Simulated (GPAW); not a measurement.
A run of GPAW 26.7.0 is set up as follows.

Contents of run.py:

```python
from ase.eos import EquationOfState
from ase.io import Trajectory, read
from ase.units import GPa
from gpaw import GPAW, PW, setup_paths

setup_paths.insert(0, '.')

atoms = read('POSCAR')

traj = Trajectory('eos.traj', 'w')
volumes, energies = [], []
for x in [0.94, 0.96, 0.98, 1.0, 1.02, 1.04, 1.06]:
    a = atoms.copy()
    a.set_cell(atoms.cell * x**(1 / 3), scale_atoms=True)
    calc = GPAW(mode=PW(600),
                xc='GGA_X_SOGGA+GGA_C_PBE_SOL',
                kpts={'size': (11, 11, 11), 'gamma': True},
                occupations={'name': 'fermi-dirac', 'width': 0.05},
                nbands=15,
                convergence={'density': 1e-05, 'energy': 1e-05},
                maxiter=150,
                txt=f'eos-{x:.2f}.txt')
    a.calc = calc
    energies.append(a.get_potential_energy(force_consistent=True))
    volumes.append(a.get_volume())
    p = -a.get_stress()[:3].mean() / GPa
    calc.write(f'eos-{x:.2f}.gpw')
    traj.write(a)
    print(f'{x:.2f} {volumes[-1]:10.4f} A^3 {energies[-1]:14.6f} eV {p:9.3f} GPa', flush=True)

v0, e0, B = EquationOfState(volumes, energies, eos='birchmurnaghan').fit()
print(f'V0 = {v0:.4f} A^3, E0 = {e0:.6f} eV, B0 = {B / GPa:.2f} GPa')
```

The input POSCAR:

```
Ta
1.0
   -1.6512800000      1.6512800000      1.6512800000
    1.6512800000     -1.6512800000      1.6512800000
    1.6512800000      1.6512800000     -1.6512800000
Ta
1
Direct
    0.0000000000      0.0000000000      0.0000000000
```

Potentials or basis: PAW data sets generated in the run's folder for this functional, pw.

Run with:

```console
$ gpaw-setup -f GGA_X_SOGGA+GGA_C_PBE_SOL Ta
$ OMP_NUM_THREADS=1 python run.py
```

(1) What does it give for the equilibrium volume?

(2) What does it give for the bulk modulus?

(3) Predict the pressure derivative of the bulk modulus.

Answers

(1) 17.64 Å³/atom.

(2) 213 GPa.

(3) 4.4.

**What was measured.**

From “Refinement of the equation of state of tantalum”, 2004, arxiv:cond-mat/0403080, for a bulk crystal of Ta: bulk modulus 194 GPa.

A measured bulk modulus of Ta is 194 GPa (quoted in “Refinement of the equation of state of tantalum”, 2004, arxiv:cond-mat/0403080); the calculated 213 GPa misses it by +9.6 %. The fit is for a static lattice scaled at fixed shape and fixed fractional positions.
